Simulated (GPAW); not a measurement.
# MgO (Fm-3m) in GPAW: reference runs

How does MgO come out in PBE? The cell is run as given and disturbed.

Everything below comes from runs of GPAW 26.7.0. Logs are shortened: lines on timing, memory, paths and dates and some standing lists are left out, and cuts for length are marked. The log counts tension as positive stress, the text compression.

**What was measured.**

From “Electronic structure of alkaline earth and post-transition metal oxides”, 2009, arxiv:0908.1581, for a bulk crystal of MgO: band gap 7.83 eV.

The results are compared with them further down.

**1. The crystal as given**

The structure is cubic, space group Fm-3m (No. 225). The conventional cell has a = 4.194 Å, b = 4.194 Å, c = 4.194 Å, α = 90.00°, β = 90.00°, γ = 90.00°. Around Mg (site symmetry m-3m) lie 6 O at 2.10 Å. O (site symmetry m-3m) is surrounded by 6 Mg at 2.10 Å.

The cell is a database's computed one.

**2. Single point, PBE**

File run.py:

```python
from ase import Atoms
from ase.dft.bandgap import bandgap
from ase.io import write
from ase.units import GPa
from gpaw import GPAW, PW

atoms = Atoms(['Mg', 'O'],
              cell=[[0.0, 2.0970013927, 2.0970013927],
                    [2.0970013927, 0.0, 2.0970013927],
                    [2.0970013927, 2.0970013927, 0.0]],
              scaled_positions=[[0.0, 0.0, 0.0],
                                [0.5, 0.5, 0.5]],
              pbc=True)

calc = GPAW(mode=PW(800),
            xc='PBE',
            kpts={'size': (11, 11, 11), 'gamma': True},
            occupations={'name': 'fermi-dirac', 'width': 0.05},
            nbands=16,
            convergence={'density': 1e-05, 'energy': 1e-05},
            maxiter=150,
            txt='gpaw.txt')
atoms.calc = calc
energy = atoms.get_potential_energy()
forces = atoms.get_forces()
stress = atoms.get_stress()
calc.write('gs.gpw')
write('result.traj', atoms)
print(f'Energy: {energy:.6f} eV')
print('Forces (eV/A):')
print(forces.round(4))
print('Stress (GPa):', (stress / GPa).round(3))
print('Fermi level:', round(calc.get_fermi_level(), 4), 'eV')
print(f'Gap: {bandgap(calc)[0]:.4f} eV, direct: {bandgap(calc, direct=True)[0]:.4f} eV')
```

Potentials or basis: GPAW PAW data sets (gpaw-data 1.2.1), pw.

Launch:

```bash
OMP_NUM_THREADS=1 python run.py
```

gpaw.txt:

```text
__  _  _
 | _ |_)|_||  |
 |__||  | ||/\| - 26.7.0

Input parameters:
  mode=PW(ecut=800.0),
  convergence={'density': 1e-05, 'energy': 1e-05},
  kpts=MonkhorstPack(size=(11, 11, 11), gamma=True),
  maxiter=150,
  nbands=16,
  occupations=Occupations(name='fermi-dirac', width=0.05),
  xc=XC(name='PBE')

Diagonalizing LCAO Hamiltonian
Converting LCAO to pw mode

              O

       Mg

Atoms  # Å, Bohr magnetons
|   | symbol |        x |        y |        z |    initial magnetic moments |
|---|--------|----------|----------|----------|-----------------------------|
| 0 |     Mg | 0.000000 | 0.000000 | 0.000000 | ( 0.0000,  0.0000,  0.0000) |
| 1 |      O | 2.097001 | 2.097001 | 2.097001 | ( 0.0000,  0.0000,  0.0000) |

Unit cell  # Å
| periodic |        x |        y |        z |  lengths |    angles |
|----------|----------|----------|----------|----------|-----------|
|      yes | 0.000000 | 2.097001 | 2.097001 | 2.965608 | 60.000000 |
|      yes | 2.097001 | 0.000000 | 2.097001 | 2.965608 | 60.000000 |
|      yes | 2.097001 | 2.097001 | 0.000000 | 2.965608 | 60.000000 |

Number of symmetries: 48
Symmetry operations  # r_c * U_cc + t_c -> r_c
|    | kind |            matrix            |
|----|------|------------------------------|
|  0 |  σ   |  1, 0, 0,  1, 0,-1,  1,-1, 0 |
|  1 |  C2  |  1, 0, 0,  1,-1, 0,  1, 0,-1 |
|  2 |  E   |  1, 0, 0,  0, 1, 0,  0, 0, 1 |
|  3 |  σ   |  1, 0, 0,  0, 0, 1,  0, 1, 0 |
|  4 |  C4  |  1, 0,-1,  1, 0, 0,  1,-1, 0 |
|  5 |  S6  |  1, 0,-1,  1,-1, 0,  1, 0, 0 |
|  6 |  σ   |  1, 0,-1,  0, 1,-1,  0, 0,-1 |
|  7 |  C3  |  1, 0,-1,  0, 0,-1,  0, 1,-1 |
|  8 |  S6  |  1,-1, 0,  1, 0, 0,  1, 0,-1 |
|  9 |  C4  |  1,-1, 0,  1, 0,-1,  1, 0, 0 |
| 10 |  C3  |  1,-1, 0,  0,-1, 1,  0,-1, 0 |
| 11 |  σ   |  1,-1, 0,  0,-1, 0,  0,-1, 1 |
| 12 |  σ   |  0, 1, 0,  1, 0, 0,  0, 0, 1 |
| 13 |  C4  |  0, 1, 0,  0, 1,-1, -1, 1, 0 |
| 14 |  C3  |  0, 1, 0,  0, 0, 1,  1, 0, 0 |
| 15 |  S6  |  0, 1, 0, -1, 1, 0,  0, 1,-1 |
| 16 |  C2  |  0, 1,-1,  1, 0,-1,  0, 0,-1 |
| 17 |  σ   |  0, 1,-1,  0, 1, 0, -1, 1, 0 |
| 18 |  S4  |  0, 1,-1,  0, 0,-1,  1, 0,-1 |
| 19 |  C4  |  0, 1,-1, -1, 1, 0,  0, 1, 0 |
| 20 |  C3  |  0, 0, 1,  1, 0, 0,  0, 1, 0 |
| 21 |  σ   |  0, 0, 1,  0, 1, 0,  1, 0, 0 |
| 22 |  S6  |  0, 0, 1,  0,-1, 1, -1, 0, 1 |
| 23 |  C4  |  0, 0, 1, -1, 0, 1,  0,-1, 1 |
| 24 |  S4  |  0, 0,-1,  1, 0,-1,  0, 1,-1 |
| 25 |  C3  |  0, 0,-1,  0, 1,-1,  1, 0,-1 |
| 26 |  C2  |  0, 0,-1,  0,-1, 0, -1, 0, 0 |
| 27 |  S6  |  0, 0,-1, -1, 0, 0,  0,-1, 0 |
| 28 |  S4  |  0,-1, 1,  1,-1, 0,  0,-1, 0 |
| 29 |  C4  |  0,-1, 1,  0, 0, 1, -1, 0, 1 |
| 30 |  C2  |  0,-1, 1,  0,-1, 0,  1,-1, 0 |
| 31 |  σ   |  0,-1, 1, -1, 0, 1,  0, 0, 1 |
| 32 |  C3  |  0,-1, 0,  1,-1, 0,  0,-1, 1 |
| 33 |  S6  |  0,-1, 0,  0, 0,-1, -1, 0, 0 |
| 34 |  S4  |  0,-1, 0,  0,-1, 1,  1,-1, 0 |
| 35 |  C2  |  0,-1, 0, -1, 0, 0,  0, 0,-1 |
| 36 |  C2  | -1, 1, 0,  0, 1, 0,  0, 1,-1 |
| 37 |  S6  | -1, 1, 0,  0, 1,-1,  0, 1, 0 |
| 38 |  S4  | -1, 1, 0, -1, 0, 1, -1, 0, 0 |
| 39 |  C3  | -1, 1, 0, -1, 0, 0, -1, 0, 1 |
| 40 |  S6  | -1, 0, 1,  0, 0, 1,  0,-1, 1 |
| 41 |  C2  | -1, 0, 1,  0,-1, 1,  0, 0, 1 |
| 42 |  C3  | -1, 0, 1, -1, 1, 0, -1, 0, 0 |
| 43 |  S4  | -1, 0, 1, -1, 0, 0, -1, 1, 0 |
| 44 |  C2  | -1, 0, 0,  0, 0,-1,  0,-1, 0 |
| 45 |  i   | -1, 0, 0,  0,-1, 0,  0, 0,-1 |
| 46 |  σ   | -1, 0, 0, -1, 1, 0, -1, 0, 1 |
| 47 |  C2  | -1, 0, 0, -1, 0, 1, -1, 1, 0 |

BZ-sampling:
  Number of BZ points: 1331
  Number of IBZ points: 56

  Monkhorst-Pack size: [11, 11, 11]
  Monkhorst-Pack shift: [0, 0, 0]

K-points  # in reciprocal-cell coordinates
|     |                                coordinates |     weight |
|-----|--------------------------------------------|------------|
|   0 | (  0.00000000,   0.00000000,   0.00000000) | 0.00075131 |
|   1 | (  0.09090909,   0.09090909,   0.00000000) | 0.00450789 |
|   2 | (  0.09090909,   0.09090909,   0.09090909) | 0.00601052 |
|   3 | (  0.18181818,   0.09090909,   0.09090909) | 0.00901578 |
|   4 | (  0.18181818,   0.18181818,   0.00000000) | 0.00450789 |
|   5 | (  0.18181818,   0.18181818,   0.09090909) | 0.01803156 |
|   6 | (  0.18181818,   0.18181818,   0.18181818) | 0.00601052 |
|   7 | (  0.27272727,   0.18181818,   0.09090909) | 0.01803156 |
|   8 | (  0.27272727,   0.18181818,   0.18181818) | 0.01803156 |
|   9 | (  0.27272727,   0.27272727,   0.00000000) | 0.00450789 |
| ... |                                            |            |
|  55 | (  0.45454545,   0.45454545,   0.45454545) | 0.00601052 |

Plane wave coefficients: 959
Cutoff: 800.0 eV

Spin-components: 1 (collinear spins)
Bands:           16
Projectors:      10
Spin-degeneracy: 2
Datatype:        complex128

Density:
  Valence electrons: 16.0
  Components: 1
  Grid points: [20 20 20]
  Charge: 0.0  # |e|

Potential:
  Grid points: [20 20 20]

species:
  Mg:
    name:    Magnesium
    Z:       12.0
    valence: 10
    core:    2
    charge:  0.0  # [|e|]
    compensation charges:
      type: gauss
      rc: 0.33  # [Å]
      lmax: 2
    cutoffs:
      filter: 1.86  # [Å]
      core: 0.54  # [Å]
    projectors
    | kind |    occ | energy [eV] | rcut [Å] |
    |------|--------|-------------|----------|
    |   2s |  2.000 |     -79.840 |    1.090 |
    |   3s |  2.000 |      -4.705 |    1.090 |
    |   2p |  6.000 |     -46.613 |    1.085 |
    |   3p |  0.000 |      -1.330 |    1.085 |
    |    d |        |       0.000 |    1.037 |

    Using partial waves for Mg as LCAO basis

  O:
    name:    Oxygen
    Z:       8.0
    valence: 6
    core:    2
    charge:  0.0  # [|e|]
    compensation charges:
      type: gauss
      rc: 0.21  # [Å]
      lmax: 2
    cutoffs:
      filter: 1.17  # [Å]
      core: 0.83  # [Å]
    projectors
    | kind |    occ | energy [eV] | rcut [Å] |
    |------|--------|-------------|----------|
    |   2s |  2.000 |     -23.961 |    0.688 |
    |   2p |  4.000 |      -9.029 |    0.598 |
    |    s |        |       3.251 |    0.688 |
    |    p |        |      18.182 |    0.598 |
    |    d |        |       0.000 |    0.619 |

    Using partial waves for O as LCAO basis

Reference energy: -7490.497190  # eV

eigensolver:
  PPCG
  Converge bands: occupied
  niter=2

density mixing:
  MSR1-Mixer
  Pratt-step length: 0.05
  Maximum mixing coefficient: 0.75
  Old densities: 10
  SVD Regularization: 0.005
  Good broyden scale: 1.0
  Trust region scale: 1.0
  Backstep threshold: 4.0
  History deletion threshold: 6.0
  Fourier metric: weight=20.0, sigma=0.015

occupation numbers:
  Fermi-Dirac:
    width: 0.0500  # eV

poisson solver:
  ecut: 6400.0  # eV

xc functional:
  name: PBE with 2 nearest neighbor stencil

convergence criteria:
- Maximum integral of absolute [dens]ity change: 1e-05 electrons / valence electron
- Maximum [total energy] change in last 3 cyles: 1e-05 eV / valence electron
- Maximum integral of absolute [eigenst]ate change: 4e-08 eV^2 / valence electron
maximum number of iterations: 150

SCF iterations
|iter     | |      energy | eigst |  dens |
|---------|-|-------------|-------|-------|
|iter:   1| |  -13.516536 | +0.17 |       |
|iter:   2| |  -13.159845 | -2.14 | -0.99 |
|iter:   3| |  -12.183760 | -1.37 | -1.04 |
|iter:   4| |  -12.189972 | -3.10 | -1.58 |
|iter:   5| |  -12.195715 | -3.07 | -1.85 |
|iter:   6| |  -12.195768 | -5.29 | -3.02 |
|iter:   7| |  -12.195785c| -6.18 | -3.40 |
|iter:   8| |  -12.195785c| -7.95c| -4.39 |
|iter:   9| |  -12.195785c| -8.21c| -5.14c|

Converged in 9 steps
Energy contributions relative to reference atoms: (reference = -7490.497190)

Energy contributions:
  Kinetic:          13.284714
  Coulomb:         -11.227278
  Zero:              0.191287
  External:          0.000000
  Xc:              -14.444509
  Entropy:          -0.000000
  Spinorbit:         0.000000
  ----------------------------
  Free energy:     -12.195785
  Extrapolated:    -12.195785

dipole moment: (-6.014540, -6.014540, -6.014540)  # |e|*Ang

Fermi level: 5.939
Eigenvalues  # (at kpt = [0.000, 0.000, 0.000])
| band index |      eig [eV] | occ [0-2] |
|------------|---------------|-----------|
|          0 |       -67.346 |     2.000 |
|          1 |       -34.089 |     2.000 |
|          2 |       -34.089 |     2.000 |
|          3 |       -34.089 |     2.000 |
|          4 |       -12.274 |     2.000 |
|          5 |         5.010 |     2.000 |
[... 8 lines left out ...]
|         14 |        26.672 |     0.000 |
|         15 |        29.621 |     0.000 |

Gap: 4.895 eV
Transition (v -> c):
  (s=0, k=0, n=7, [0.00, 0.00, 0.00]) -> (s=0, k=0, n=8, [0.00, 0.00, 0.00])
No difference between direct/indirect transitions

Forces  # eV/Ang
|        x |        y |        z |
|----------|----------|----------|
|  0.00000 | -0.00000 | -0.00000 |  # Mg   0
| -0.00000 |  0.00000 |  0.00000 |  # O    1

Stress tensor  # eV/Ang^3
|         x |         y |         z |
|-----------|-----------|-----------|
| -0.043490 | -0.000000 | -0.000000 |
| -0.000000 | -0.043490 | -0.000000 |
| -0.000000 | -0.000000 | -0.043490 |

# Writing to gs.gpw (mode='')
```

It took 14 s on 1 thread of Arm Neoverse V1, shared host; peak memory 0.15 GiB.

Results:

- Free energy: -12.1958 eV
- Pressure: 7.0 GPa
- Band gap on the k mesh: 4.89 eV, direct

**3. Single point, PBE (atoms moved at random, drawn with an rms of 0.05 Å)**

Edit run.py of step 2 so:

```diff
@@ -1,4 +1,3 @@
-from ase import Atoms
 from ase.dft.bandgap import bandgap
-from ase.io import write
+from ase.io import read, write
 from ase.units import GPa
@@ -6,9 +5,3 @@
 
-atoms = Atoms(['Mg', 'O'],
-              cell=[[0.0, 2.0970013927, 2.0970013927],
-                    [2.0970013927, 0.0, 2.0970013927],
-                    [2.0970013927, 2.0970013927, 0.0]],
-              scaled_positions=[[0.0, 0.0, 0.0],
-                                [0.5, 0.5, 0.5]],
-              pbc=True)
+atoms = read('MgO.xyz')
```

File MgO.xyz:

```xyz
2
Lattice="0.0000000000 2.0970013927 2.0970013927 2.0970013927 0.0000000000 2.0970013927 2.0970013927 2.0970013927 0.0000000000" Properties=species:S:1:pos:R:3 pbc="T T T"
Mg     0.0098349365     -0.0676534589      0.0085180197
O      2.1051482431      2.1162057315      2.0953887986
```

Potentials or basis: GPAW PAW data sets (gpaw-data 1.2.1), pw.

Launch:

```bash
OMP_NUM_THREADS=1 python run.py
```

gpaw.txt:

```text
__  _  _
 | _ |_)|_||  |
 |__||  | ||/\| - 26.7.0

Input parameters:
  mode=PW(ecut=800.0),
  convergence={'density': 1e-05, 'energy': 1e-05},
  kpts=MonkhorstPack(size=(11, 11, 11), gamma=True),
  maxiter=150,
  nbands=16,
  occupations=Occupations(name='fermi-dirac', width=0.05),
  xc=XC(name='PBE')

Diagonalizing LCAO Hamiltonian
Converting LCAO to pw mode

              O

       Mg

Atoms  # Å, Bohr magnetons
|   | symbol |        x |         y |        z |    initial magnetic moments |
|---|--------|----------|-----------|----------|-----------------------------|
| 0 |     Mg | 0.009835 | -0.067653 | 0.008518 | ( 0.0000,  0.0000,  0.0000) |
| 1 |      O | 2.105148 |  2.116206 | 2.095389 | ( 0.0000,  0.0000,  0.0000) |

Unit cell  # Å
| periodic |        x |        y |        z |  lengths |    angles |
|----------|----------|----------|----------|----------|-----------|
|      yes | 0.000000 | 2.097001 | 2.097001 | 2.965608 | 60.000000 |
|      yes | 2.097001 | 0.000000 | 2.097001 | 2.965608 | 60.000000 |
|      yes | 2.097001 | 2.097001 | 0.000000 | 2.965608 | 60.000000 |

Number of symmetries: 1
Symmetry operations  # r_c * U_cc + t_c -> r_c
|   | kind |            matrix            |
|---|------|------------------------------|
| 0 |  E   |  1, 0, 0,  0, 1, 0,  0, 0, 1 |

BZ-sampling:
  Number of BZ points: 1331
  Number of IBZ points: 666

  Monkhorst-Pack size: [11, 11, 11]
  Monkhorst-Pack shift: [0, 0, 0]

K-points  # in reciprocal-cell coordinates
|     |                                coordinates |     weight |
|-----|--------------------------------------------|------------|
|   0 | (  0.00000000,   0.00000000,   0.00000000) | 0.00075131 |
|   1 | (  0.00000000,   0.00000000,   0.09090909) | 0.00150263 |
|   2 | (  0.00000000,   0.00000000,   0.18181818) | 0.00150263 |
|   3 | (  0.00000000,   0.00000000,   0.27272727) | 0.00150263 |
|   4 | (  0.00000000,   0.00000000,   0.36363636) | 0.00150263 |
|   5 | (  0.00000000,   0.00000000,   0.45454545) | 0.00150263 |
|   6 | (  0.00000000,   0.09090909,  -0.45454545) | 0.00150263 |
|   7 | (  0.00000000,   0.09090909,  -0.36363636) | 0.00150263 |
|   8 | (  0.00000000,   0.09090909,  -0.27272727) | 0.00150263 |
|   9 | (  0.00000000,   0.09090909,  -0.18181818) | 0.00150263 |
| ... |                                            |            |
| 665 | (  0.45454545,   0.45454545,   0.45454545) | 0.00150263 |

Plane wave coefficients: 959
Cutoff: 800.0 eV

Spin-components: 1 (collinear spins)
Bands:           16
Projectors:      10
Spin-degeneracy: 2
Datatype:        complex128

Density:
  Valence electrons: 16.0
  Components: 1
  Grid points: [20 20 20]
  Charge: 0.0  # |e|

Potential:
  Grid points: [20 20 20]

species:
  Mg:
    name:    Magnesium
    Z:       12.0
    valence: 10
    core:    2
    charge:  0.0  # [|e|]
    compensation charges:
      type: gauss
      rc: 0.33  # [Å]
      lmax: 2
    cutoffs:
      filter: 1.86  # [Å]
      core: 0.54  # [Å]
    projectors
    | kind |    occ | energy [eV] | rcut [Å] |
    |------|--------|-------------|----------|
    |   2s |  2.000 |     -79.840 |    1.090 |
    |   3s |  2.000 |      -4.705 |    1.090 |
    |   2p |  6.000 |     -46.613 |    1.085 |
    |   3p |  0.000 |      -1.330 |    1.085 |
    |    d |        |       0.000 |    1.037 |

    Using partial waves for Mg as LCAO basis

  O:
    name:    Oxygen
    Z:       8.0
    valence: 6
    core:    2
    charge:  0.0  # [|e|]
    compensation charges:
      type: gauss
      rc: 0.21  # [Å]
      lmax: 2
    cutoffs:
      filter: 1.17  # [Å]
      core: 0.83  # [Å]
    projectors
    | kind |    occ | energy [eV] | rcut [Å] |
    |------|--------|-------------|----------|
    |   2s |  2.000 |     -23.961 |    0.688 |
    |   2p |  4.000 |      -9.029 |    0.598 |
    |    s |        |       3.251 |    0.688 |
    |    p |        |      18.182 |    0.598 |
    |    d |        |       0.000 |    0.619 |

    Using partial waves for O as LCAO basis

Reference energy: -7490.497190  # eV

eigensolver:
  PPCG
  Converge bands: occupied
  niter=2

density mixing:
  MSR1-Mixer
  Pratt-step length: 0.05
  Maximum mixing coefficient: 0.75
  Old densities: 10
  SVD Regularization: 0.005
  Good broyden scale: 1.0
  Trust region scale: 1.0
  Backstep threshold: 4.0
  History deletion threshold: 6.0
  Fourier metric: weight=20.0, sigma=0.015

occupation numbers:
  Fermi-Dirac:
    width: 0.0500  # eV

poisson solver:
  ecut: 6400.0  # eV

xc functional:
  name: PBE with 2 nearest neighbor stencil

convergence criteria:
- Maximum integral of absolute [dens]ity change: 1e-05 electrons / valence electron
- Maximum [total energy] change in last 3 cyles: 1e-05 eV / valence electron
- Maximum integral of absolute [eigenst]ate change: 4e-08 eV^2 / valence electron
maximum number of iterations: 150

SCF iterations
|iter     | |      energy | eigst |  dens |
|---------|-|-------------|-------|-------|
|iter:   1| |  -13.506051 | +0.17 |       |
|iter:   2| |  -13.146390 | -2.12 | -0.99 |
|iter:   3| |  -12.160630 | -1.35 | -1.04 |
|iter:   4| |  -12.166738 | -3.10 | -1.58 |
|iter:   5| |  -12.172490 | -3.04 | -1.85 |
|iter:   6| |  -12.172545 | -5.27 | -3.02 |
|iter:   7| |  -12.172562c| -6.17 | -3.40 |
|iter:   8| |  -12.172562c| -7.89c| -4.35 |
|iter:   9| |  -12.172562c| -8.36c| -5.15c|

Converged in 9 steps
Energy contributions relative to reference atoms: (reference = -7490.497190)

Energy contributions:
  Kinetic:          13.559611
  Coulomb:         -11.437393
  Zero:              0.190778
  External:          0.000000
  Xc:              -14.485558
  Entropy:          -0.000000
  Spinorbit:         0.000000
  ----------------------------
  Free energy:     -12.172562
  Extrapolated:    -12.172562

dipole moment: (0.037726, 5.743393, 0.033997)  # |e|*Ang

Fermi level: 5.927
Eigenvalues  # (at kpt = [0.000, 0.000, 0.000])
| band index |      eig [eV] | occ [0-2] |
|------------|---------------|-----------|
|          0 |       -67.337 |     2.000 |
|          1 |       -34.081 |     2.000 |
|          2 |       -34.081 |     2.000 |
|          3 |       -34.081 |     2.000 |
|          4 |       -12.277 |     2.000 |
|          5 |         4.993 |     2.000 |
[... 8 lines left out ...]
|         14 |        26.699 |     0.000 |
|         15 |        29.593 |     0.000 |

Gap: 4.892 eV
Transition (v -> c):
  (s=0, k=0, n=7, [0.00, 0.00, 0.00]) -> (s=0, k=0, n=8, [0.00, 0.00, 0.00])
No difference between direct/indirect transitions

Forces  # eV/Ang
|        x |        y |        z |
|----------|----------|----------|
| -0.00969 |  0.54161 | -0.05820 |  # Mg   0
|  0.00967 | -0.54155 |  0.05818 |  # O    1

Stress tensor  # eV/Ang^3
|         x |         y |         z |
|-----------|-----------|-----------|
| -0.042181 | -0.000066 |  0.000006 |
| -0.000066 | -0.060640 | -0.000391 |
|  0.000006 | -0.000391 | -0.042421 |

# Writing to gs.gpw (mode='')
```

Wall time 2.4 min (1 thread of Arm Neoverse V1, shared host); peak memory 0.44 GiB.

What came out:

```
Free energy            : -12.1726 eV
Pressure               : 7.8 GPa
Largest force          : 0.545 eV/Å
Band gap on the k mesh : 4.89 eV, direct
```

Forces on the atoms (eV/Å):
```
Mg  -0.010  0.542 -0.058
O    0.010 -0.542  0.058
```

Stress tensor (GPa, compression positive):
```
6.76 0.01 0.00
0.01 9.72 0.06
0.00 0.06 6.80
```

Levels at points of the mesh, in eV from the valence-band top:
```csv
k point,band 6,band 7,band 8,band 9,band 10,band 11
"(0.00, 0.00, 0.00)",-0.01,0.00,0.00,4.89,15.92,15.94
```

**4. Against experiment**

Step 2. Against the measured gap of MgO, 7.83 eV (quoted in “Electronic structure of alkaline earth and post-transition metal oxides”, 2009, arxiv:0908.1581), the calculated 4.89 eV is off by -2.94 eV. The value is that of PBE, without temperature or zero-point motion. Semilocal functionals fall short of measured gaps as a rule. The cell is a database's relaxed one, not the measured one, which moves gaps too.
